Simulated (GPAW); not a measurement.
# TePb (Fm-3m) in GPAW: notebook

The runs below take TePb through single point, with PBE, LDA.

All numbers are computed with GPAW 26.7.0; they aren't measurements. Logs are shortened: lines on timing, memory, paths and dates and some standing lists are left out, and cuts for length are marked. The log counts tension as positive stress, the text compression.

**The experiment to reproduce.**

A printed reference work, monograph reports, for a bulk crystal of TePb at 4.2 K: band gap 0.19 eV (direct).

The runs below are set against these values where they give the same quantity.

## (1) The structure

Symmetry: Fm-3m, No. 225, cubic system. The conventional cell has a = 6.462 Å, b = 6.462 Å, c = 6.462 Å, α = 90.00°, β = 90.00°, γ = 90.00°. Pb (site symmetry m-3m) has 6 Te at 3.23 Å as nearest neighbours. Around Te (site symmetry m-3m) lie 6 Pb at 3.23 Å.

## (2) Single point, PBE

Contents of run.py:

```python
from ase import Atoms
from ase.dft.bandgap import bandgap
from ase.io import write
from ase.units import GPa
from gpaw import GPAW, PW

atoms = Atoms(['Pb', 'Te'],
              cell=[[0.0, 3.231, 3.231],
                    [3.231, 0.0, 3.231],
                    [3.231, 3.231, 0.0]],
              scaled_positions=[[0.0, 0.0, 0.0],
                                [0.5, 0.5, 0.5]],
              pbc=True)

calc = GPAW(mode=PW(450),
            xc='PBE',
            kpts={'size': (6, 6, 6), 'gamma': True},
            occupations={'name': 'fermi-dirac', 'width': 0.05},
            nbands=19,
            maxiter=120,
            txt='gpaw.txt')
atoms.calc = calc
energy = atoms.get_potential_energy()
forces = atoms.get_forces()
stress = atoms.get_stress()
calc.write('gs.gpw')
write('result.traj', atoms)
print(f'Energy: {energy:.6f} eV')
print('Forces (eV/A):')
print(forces.round(4))
print('Stress (GPa):', (stress / GPa).round(3))
print('Fermi level:', round(calc.get_fermi_level(), 4), 'eV')
print(f'Gap: {bandgap(calc)[0]:.4f} eV, direct: {bandgap(calc, direct=True)[0]:.4f} eV')
```

Potentials or basis: GPAW PAW data sets (gpaw-data 1.2.1), pw.

Command:

```bash
$ OMP_NUM_THREADS=1 python run.py
```

gpaw.txt:

```text
__  _  _
 | _ |_)|_||  |
 |__||  | ||/\| - 26.7.0

Input parameters:
  mode=PW(ecut=450.00000000000006),
  kpts=MonkhorstPack(size=(6, 6, 6), gamma=True),
  maxiter=120,
  nbands=19,
  occupations=Occupations(name='fermi-dirac', width=0.05),
  xc=XC(name='PBE')

Diagonalizing LCAO Hamiltonian
Converting LCAO to pw mode

                 Te

       Pb

Atoms  # Å, Bohr magnetons
|   | symbol |        x |        y |        z |    initial magnetic moments |
|---|--------|----------|----------|----------|-----------------------------|
| 0 |     Pb | 0.000000 | 0.000000 | 0.000000 | ( 0.0000,  0.0000,  0.0000) |
| 1 |     Te | 3.231000 | 3.231000 | 3.231000 | ( 0.0000,  0.0000,  0.0000) |

Unit cell  # Å
| periodic |        x |        y |        z |  lengths |    angles |
|----------|----------|----------|----------|----------|-----------|
|      yes | 0.000000 | 3.231000 | 3.231000 | 4.569324 | 60.000000 |
|      yes | 3.231000 | 0.000000 | 3.231000 | 4.569324 | 60.000000 |
|      yes | 3.231000 | 3.231000 | 0.000000 | 4.569324 | 60.000000 |

Number of symmetries: 48
Symmetry operations  # r_c * U_cc + t_c -> r_c
|    | kind |            matrix            |
|----|------|------------------------------|
|  0 |  σ   |  1, 0, 0,  1, 0,-1,  1,-1, 0 |
|  1 |  C2  |  1, 0, 0,  1,-1, 0,  1, 0,-1 |
|  2 |  E   |  1, 0, 0,  0, 1, 0,  0, 0, 1 |
|  3 |  σ   |  1, 0, 0,  0, 0, 1,  0, 1, 0 |
|  4 |  C4  |  1, 0,-1,  1, 0, 0,  1,-1, 0 |
|  5 |  S6  |  1, 0,-1,  1,-1, 0,  1, 0, 0 |
|  6 |  σ   |  1, 0,-1,  0, 1,-1,  0, 0,-1 |
|  7 |  C3  |  1, 0,-1,  0, 0,-1,  0, 1,-1 |
|  8 |  S6  |  1,-1, 0,  1, 0, 0,  1, 0,-1 |
|  9 |  C4  |  1,-1, 0,  1, 0,-1,  1, 0, 0 |
| 10 |  C3  |  1,-1, 0,  0,-1, 1,  0,-1, 0 |
| 11 |  σ   |  1,-1, 0,  0,-1, 0,  0,-1, 1 |
| 12 |  σ   |  0, 1, 0,  1, 0, 0,  0, 0, 1 |
| 13 |  C4  |  0, 1, 0,  0, 1,-1, -1, 1, 0 |
| 14 |  C3  |  0, 1, 0,  0, 0, 1,  1, 0, 0 |
| 15 |  S6  |  0, 1, 0, -1, 1, 0,  0, 1,-1 |
| 16 |  C2  |  0, 1,-1,  1, 0,-1,  0, 0,-1 |
| 17 |  σ   |  0, 1,-1,  0, 1, 0, -1, 1, 0 |
| 18 |  S4  |  0, 1,-1,  0, 0,-1,  1, 0,-1 |
| 19 |  C4  |  0, 1,-1, -1, 1, 0,  0, 1, 0 |
| 20 |  C3  |  0, 0, 1,  1, 0, 0,  0, 1, 0 |
| 21 |  σ   |  0, 0, 1,  0, 1, 0,  1, 0, 0 |
| 22 |  S6  |  0, 0, 1,  0,-1, 1, -1, 0, 1 |
| 23 |  C4  |  0, 0, 1, -1, 0, 1,  0,-1, 1 |
| 24 |  S4  |  0, 0,-1,  1, 0,-1,  0, 1,-1 |
| 25 |  C3  |  0, 0,-1,  0, 1,-1,  1, 0,-1 |
| 26 |  C2  |  0, 0,-1,  0,-1, 0, -1, 0, 0 |
| 27 |  S6  |  0, 0,-1, -1, 0, 0,  0,-1, 0 |
| 28 |  S4  |  0,-1, 1,  1,-1, 0,  0,-1, 0 |
| 29 |  C4  |  0,-1, 1,  0, 0, 1, -1, 0, 1 |
| 30 |  C2  |  0,-1, 1,  0,-1, 0,  1,-1, 0 |
| 31 |  σ   |  0,-1, 1, -1, 0, 1,  0, 0, 1 |
| 32 |  C3  |  0,-1, 0,  1,-1, 0,  0,-1, 1 |
| 33 |  S6  |  0,-1, 0,  0, 0,-1, -1, 0, 0 |
| 34 |  S4  |  0,-1, 0,  0,-1, 1,  1,-1, 0 |
| 35 |  C2  |  0,-1, 0, -1, 0, 0,  0, 0,-1 |
| 36 |  C2  | -1, 1, 0,  0, 1, 0,  0, 1,-1 |
| 37 |  S6  | -1, 1, 0,  0, 1,-1,  0, 1, 0 |
| 38 |  S4  | -1, 1, 0, -1, 0, 1, -1, 0, 0 |
| 39 |  C3  | -1, 1, 0, -1, 0, 0, -1, 0, 1 |
| 40 |  S6  | -1, 0, 1,  0, 0, 1,  0,-1, 1 |
| 41 |  C2  | -1, 0, 1,  0,-1, 1,  0, 0, 1 |
| 42 |  C3  | -1, 0, 1, -1, 1, 0, -1, 0, 0 |
| 43 |  S4  | -1, 0, 1, -1, 0, 0, -1, 1, 0 |
| 44 |  C2  | -1, 0, 0,  0, 0,-1,  0,-1, 0 |
| 45 |  i   | -1, 0, 0,  0,-1, 0,  0, 0,-1 |
| 46 |  σ   | -1, 0, 0, -1, 1, 0, -1, 0, 1 |
| 47 |  C2  | -1, 0, 0, -1, 0, 1, -1, 1, 0 |

BZ-sampling:
  Number of BZ points: 216
  Number of IBZ points: 16

  Monkhorst-Pack size: [6, 6, 6]
  Monkhorst-Pack shift: [0.08333333333333333, 0.08333333333333333, 0.08333333333333333]

K-points  # in reciprocal-cell coordinates
|     |                                coordinates |     weight |
|-----|--------------------------------------------|------------|
|   0 | (  0.00000000,   0.00000000,   0.00000000) | 0.00462963 |
|   1 | (  0.16666667,   0.16666667,   0.00000000) | 0.02777778 |
|   2 | (  0.16666667,   0.16666667,   0.16666667) | 0.03703704 |
|   3 | (  0.33333333,   0.16666667,   0.16666667) | 0.05555556 |
|   4 | (  0.33333333,   0.33333333,  -0.33333333) | 0.05555556 |
|   5 | (  0.33333333,   0.33333333,   0.00000000) | 0.02777778 |
|   6 | (  0.33333333,   0.33333333,   0.16666667) | 0.11111111 |
|   7 | (  0.33333333,   0.33333333,   0.33333333) | 0.03703704 |
|   8 | (  0.50000000,   0.33333333,  -0.33333333) | 0.11111111 |
|   9 | (  0.50000000,   0.33333333,  -0.16666667) | 0.05555556 |
| ... |                                            |            |
|  15 | (  0.50000000,   0.50000000,   0.50000000) | 0.01851852 |

Plane wave coefficients: 1484
Cutoff: 450.00000000000006 eV

Spin-components: 1 (collinear spins)
Bands:           19
Projectors:      11
Spin-degeneracy: 2
Datatype:        complex128

Parallelization:
  kpt:    1
  domain: 1
  band:   1

Density:
  Valence electrons: 20.0
  Components: 1
  Grid points: [24 24 24]
  Charge: 0.0  # |e|

Potential:
  Grid points: [24 24 24]

species:
  Pb:
    name:    Lead
    Z:       82.0
    valence: 14
    core:    68
    charge:  0.0  # [|e|]
    compensation charges:
      type: gauss
      rc: 0.38  # [Å]
      lmax: 2
    cutoffs:
      filter: 2.36  # [Å]
      core: 2.43  # [Å]
    projectors
    | kind |    occ | energy [eV] | rcut [Å] |
    |------|--------|-------------|----------|
    |   6s |  2.000 |     -11.969 |    1.259 |
    |   6p |  2.000 |      -3.506 |    1.275 |
    |   5d | 10.000 |     -21.211 |    1.217 |
    |    s |        |      15.243 |    1.259 |
    |    p |        |      23.705 |    1.275 |
    |    d |        |       6.001 |    1.217 |

    Using partial waves for Pb as LCAO basis

  Te:
    name:    Tellurium
    Z:       52.0
    valence: 6
    core:    46
    charge:  0.0  # [|e|]
    compensation charges:
      type: gauss
      rc: 0.36  # [Å]
      lmax: 2
    cutoffs:
      filter: 2.09  # [Å]
      core: 3.17  # [Å]
    projectors
    | kind |    occ | energy [eV] | rcut [Å] |
    |------|--------|-------------|----------|
    |   5s |  2.000 |     -15.089 |    1.180 |
    |   5p |  4.000 |      -5.955 |    1.196 |
    |    s |        |      12.123 |    1.180 |
    |    p |        |      21.256 |    1.196 |
    |    d |        |       0.000 |    1.238 |

    Using partial waves for Te as LCAO basis

Reference energy: -752065.146798  # eV

eigensolver:
  PPCG
  Converge bands: occupied
  niter=2

density mixing:
  MSR1-Mixer
  Pratt-step length: 0.05
  Maximum mixing coefficient: 0.75
  Old densities: 10
  SVD Regularization: 0.005
  Good broyden scale: 1.0
  Trust region scale: 1.0
  Backstep threshold: 4.0
  History deletion threshold: 6.0
  Fourier metric: weight=20.0, sigma=0.015

occupation numbers:
  Fermi-Dirac:
    width: 0.0500  # eV

poisson solver:
  ecut: 3600.0000000000005  # eV

xc functional:
  name: PBE with 2 nearest neighbor stencil

convergence criteria:
- Maximum [total energy] change in last 3 cyles: 0.0005 eV / valence electron
- Maximum integral of absolute [dens]ity change: 0.0001 electrons / valence electron
- Maximum integral of absolute [eigenst]ate change: 4e-08 eV^2 / valence electron
maximum number of iterations: 120

SCF iterations
|iter     | |      energy | eigst |  dens |
|---------|-|-------------|-------|-------|
|iter:   1| |   -7.880900 | -0.17 |       |
|iter:   2| |   -7.859261 | -2.01 | -1.35 |
|iter:   3| |   -7.771754 | -2.11 | -1.40 |
|iter:   4| |   -7.773547 | -3.89 | -2.00 |
|iter:   5| |   -7.774011c| -4.39 | -2.42 |
|iter:   6| |   -7.774020c| -5.92 | -3.33 |
|iter:   7| |   -7.774021c| -6.88 | -3.91 |
|iter:   8| |   -7.774021c| -7.82c| -4.61c|

Converged in 8 steps
Energy contributions relative to reference atoms: (reference = -752065.146798)

Energy contributions:
  Kinetic:          20.261605
  Coulomb:         -20.539473
  Zero:              0.170212
  External:          0.000000
  Xc:               -7.666351
  Entropy:          -0.000030
  Spinorbit:         0.000000
  ----------------------------
  Free energy:      -7.774036
  Extrapolated:     -7.774021

dipole moment: (-27.311552, -27.311552, -27.311552)  # |e|*Ang

Fermi level: 6.044
Eigenvalues  # (at kpt = [0.000, 0.000, 0.000])
| band index |      eig [eV] | occ [0-2] |
|------------|---------------|-----------|
|          0 |       -11.049 |     2.000 |
|        ... |               |           |
|          2 |       -11.036 |     2.000 |
|          3 |       -11.036 |     2.000 |
|          4 |       -11.036 |     2.000 |
|          5 |        -6.328 |     2.000 |
|          6 |         0.141 |     2.000 |
|          7 |         4.304 |     2.000 |
[... 9 lines left out ...]
|         17 |        13.308 |     0.000 |
|         18 |        13.718 |     0.000 |

Gap: 0.693 eV
Transition (v -> c):
  (s=0, k=15, n=9, [0.50, 0.50, 0.50]) -> (s=0, k=15, n=10, [0.50, 0.50, 0.50])
No difference between direct/indirect transitions

Forces  # eV/Ang
|        x |        y |        z |
|----------|----------|----------|
|  0.00000 | -0.00000 |  0.00000 |  # Pb   0
| -0.00000 |  0.00000 | -0.00000 |  # Te   1

Stress tensor  # eV/Ang^3
|         x |         y |         z |
|-----------|-----------|-----------|
| -0.008445 |  0.000000 |  0.000000 |
|  0.000000 | -0.008445 |  0.000000 |
|  0.000000 |  0.000000 | -0.008445 |

# Writing to gs.gpw (mode='')
```

Wall time 7.7 s (1 thread of Intel Xeon Platinum 8488C (Sapphire Rapids), shared host); peak memory 0.15 GiB.

What came out:

```yaml
Free_energy: -7.7740 eV
Pressure: 1.4 GPa
Band_gap_on_the_k_mesh: 0.69 eV, direct
```

Caveat: the cutoff is short for stress and forces, so pressures can be off by a GPa or more; spin-orbit coupling is left out, which as a rule narrows the gap of such compounds by several tenths of an eV.

## (3) Single point, PBE

run.py is that of step 2.

Potentials or basis: GPAW PAW data sets (gpaw-data 1.2.1), pw.

Command:

```bash
$ OMP_NUM_THREADS=1 python run.py
```

gpaw.txt:

```text
__  _  _
 | _ |_)|_||  |
 |__||  | ||/\| - 26.7.0

Input parameters:
  mode=PW(ecut=450.00000000000006),
  kpts=MonkhorstPack(size=(6, 6, 6), gamma=True),
  maxiter=120,
  nbands=19,
  occupations=Occupations(name='fermi-dirac', width=0.05),
  xc=XC(name='PBE')

Diagonalizing LCAO Hamiltonian
Converting LCAO to pw mode

                 Te

       Pb

Atoms  # Å, Bohr magnetons
|   | symbol |        x |        y |        z |    initial magnetic moments |
|---|--------|----------|----------|----------|-----------------------------|
| 0 |     Pb | 0.000000 | 0.000000 | 0.000000 | ( 0.0000,  0.0000,  0.0000) |
| 1 |     Te | 3.231000 | 3.231000 | 3.231000 | ( 0.0000,  0.0000,  0.0000) |

Unit cell  # Å
| periodic |        x |        y |        z |  lengths |    angles |
|----------|----------|----------|----------|----------|-----------|
|      yes | 0.000000 | 3.231000 | 3.231000 | 4.569324 | 60.000000 |
|      yes | 3.231000 | 0.000000 | 3.231000 | 4.569324 | 60.000000 |
|      yes | 3.231000 | 3.231000 | 0.000000 | 4.569324 | 60.000000 |

Number of symmetries: 48
Symmetry operations  # r_c * U_cc + t_c -> r_c
|    | kind |            matrix            |
|----|------|------------------------------|
|  0 |  σ   |  1, 0, 0,  1, 0,-1,  1,-1, 0 |
|  1 |  C2  |  1, 0, 0,  1,-1, 0,  1, 0,-1 |
|  2 |  E   |  1, 0, 0,  0, 1, 0,  0, 0, 1 |
|  3 |  σ   |  1, 0, 0,  0, 0, 1,  0, 1, 0 |
|  4 |  C4  |  1, 0,-1,  1, 0, 0,  1,-1, 0 |
|  5 |  S6  |  1, 0,-1,  1,-1, 0,  1, 0, 0 |
|  6 |  σ   |  1, 0,-1,  0, 1,-1,  0, 0,-1 |
|  7 |  C3  |  1, 0,-1,  0, 0,-1,  0, 1,-1 |
|  8 |  S6  |  1,-1, 0,  1, 0, 0,  1, 0,-1 |
[... 167 lines left out ...]
- Maximum integral of absolute [dens]ity change: 0.0001 electrons / valence electron
- Maximum integral of absolute [eigenst]ate change: 4e-08 eV^2 / valence electron
maximum number of iterations: 120

SCF iterations
|iter     | |      energy | eigst |  dens |
|---------|-|-------------|-------|-------|
|iter:   1| |   -7.880900 | -0.17 |       |
|iter:   2| |   -7.859261 | -2.01 | -1.35 |
|iter:   3| |   -7.771754 | -2.11 | -1.40 |
|iter:   4| |   -7.773547 | -3.89 | -2.00 |
|iter:   5| |   -7.774011c| -4.39 | -2.42 |
|iter:   6| |   -7.774020c| -5.92 | -3.33 |
|iter:   7| |   -7.774021c| -6.88 | -3.91 |
|iter:   8| |   -7.774021c| -7.82c| -4.61c|

Converged in 8 steps
Energy contributions relative to reference atoms: (reference = -752065.146798)

Energy contributions:
  Kinetic:          20.261605
  Coulomb:         -20.539473
  Zero:              0.170212
  External:          0.000000
  Xc:               -7.666351
  Entropy:          -0.000030
  Spinorbit:         0.000000
  ----------------------------
  Free energy:      -7.774036
  Extrapolated:     -7.774021

dipole moment: (-27.311552, -27.311552, -27.311552)  # |e|*Ang

Fermi level: 6.044
Eigenvalues  # (at kpt = [0.000, 0.000, 0.000])
| band index |      eig [eV] | occ [0-2] |
|------------|---------------|-----------|
|          0 |       -11.049 |     2.000 |
|        ... |               |           |
|          2 |       -11.036 |     2.000 |
|          3 |       -11.036 |     2.000 |
|          4 |       -11.036 |     2.000 |
|          5 |        -6.328 |     2.000 |
|          6 |         0.141 |     2.000 |
|          7 |         4.304 |     2.000 |
[... 9 lines left out ...]
|         17 |        13.308 |     0.000 |
|         18 |        13.718 |     0.000 |

Gap: 0.693 eV
Transition (v -> c):
  (s=0, k=15, n=9, [0.50, 0.50, 0.50]) -> (s=0, k=15, n=10, [0.50, 0.50, 0.50])
No difference between direct/indirect transitions

Forces  # eV/Ang
|       x |       y |       z |
|---------|---------|---------|
| 0.00000 | 0.00000 | 0.00000 |  # Pb   0
| 0.00000 | 0.00000 | 0.00000 |  # Te   1

Stress tensor  # eV/Ang^3
|         x |         y |         z |
|-----------|-----------|-----------|
| -0.008445 |  0.000000 |  0.000000 |
|  0.000000 | -0.008445 | -0.000000 |
|  0.000000 | -0.000000 | -0.008445 |

# Writing to gs.gpw (mode='')
```

stdout:

```text
Energy: -7.774021 eV
Forces (eV/A):
[[0. 0. 0.]
 [0. 0. 0.]]
Stress (GPa): [-1.353 -1.353 -1.353 -0.     0.     0.   ]
Fermi level: 6.0439 eV
Gap: 0.6927 eV, direct: 0.6927 eV
```

Run time: 11 s. Hardware: 1 thread of Arm Neoverse V1, shared host; peak memory 0.14 GiB.

Results:

- Free energy: -7.7740 eV
- Pressure: 1.4 GPa
- Band gap on the k mesh: 0.69 eV, direct

Caveat: the cutoff is short for stress and forces, so pressures can be off by a GPa or more; spin-orbit coupling is left out, which as a rule narrows the gap of such compounds by several tenths of an eV.

## (4) Single point, LDA

Edit run.py of step 3 so:

```diff
@@ -1,4 +1,3 @@
-from ase import Atoms
 from ase.dft.bandgap import bandgap
-from ase.io import write
+from ase.io import read, write
 from ase.units import GPa
@@ -6,12 +5,6 @@
 
-atoms = Atoms(['Pb', 'Te'],
-              cell=[[0.0, 3.231, 3.231],
-                    [3.231, 0.0, 3.231],
-                    [3.231, 3.231, 0.0]],
-              scaled_positions=[[0.0, 0.0, 0.0],
-                                [0.5, 0.5, 0.5]],
-              pbc=True)
+atoms = read('POSCAR')
 
-calc = GPAW(mode=PW(450),
-            xc='PBE',
+calc = GPAW(mode=PW(500),
+            xc='LDA',
             kpts={'size': (6, 6, 6), 'gamma': True},
```

Contents of POSCAR:

```
TePb
1.0
    0.0000000000      3.2310000000      3.2310000000
    3.2310000000      0.0000000000      3.2310000000
    3.2310000000      3.2310000000      0.0000000000
Pb Te
1 1
Direct
    0.0000000000      0.0000000000      0.0000000000
    0.5000000000      0.5000000000      0.5000000000
```

Potentials or basis: the program's PAW data sets (release 1.2.1) made for this functional, pw.

Command:

```bash
$ OMP_NUM_THREADS=1 python run.py
```

Wall time 8.4 s (1 thread of Arm Neoverse V2, shared host); peak memory 0.15 GiB.

Results (log left out):

```
Free energy            : -9.0862 eV
Pressure               : -2.2 GPa
Band gap on the k mesh : 0.62 eV, direct
```

Levels at points of the mesh, in eV from the valence-band top:
| k point | band 8 | band 9 | band 10 | band 11 | band 12 | band 13 |
| --- | --- | --- | --- | --- | --- | --- |
| (0.00, 0.00, 0.00) | -1.35 | -1.35 | -1.35 | 3.96 | 3.96 | 3.96 |
| (0.50, 0.50, 0.00) | -4.52 | -2.81 | -2.81 | 3.29 | 5.36 | 5.36 |
| (0.50, 0.50, 0.50) | -0.87 | -0.87 | 0.00 | 0.62 | 1.19 | 1.19 |

Caveat: the cutoff is short for stress and forces, so pressures can be off by a GPa or more; spin-orbit coupling is left out, which as a rule narrows the gap of such compounds by several tenths of an eV.

## (5) Comparison with measurements

Step 2. Against the measured gap of TePb, 0.19 eV (direct; 4.2 K; a printed reference work, monograph), the calculated 0.69 eV is off by +0.50 eV. Spin-orbit coupling on Pb, Te is left out. The value is that of PBE on a finite k mesh, which can miss the band edges, without temperature or zero-point motion.

Step 3. Against the measured gap of TePb, 0.19 eV (direct; 4.2 K; a printed reference work, monograph), the calculated 0.69 eV is off by +0.50 eV. Spin-orbit coupling on Pb, Te is left out. The value is that of PBE on a finite k mesh, which can miss the band edges, without temperature or zero-point motion.

Step 4. A measured gap of TePb is 0.19 eV (direct; 4.2 K; a printed reference work, monograph); the calculated 0.62 eV misses it by +0.43 eV. Spin-orbit coupling on Pb, Te is left out. The value is that of LDA on a finite k mesh, which can miss the band edges, without temperature or zero-point motion.
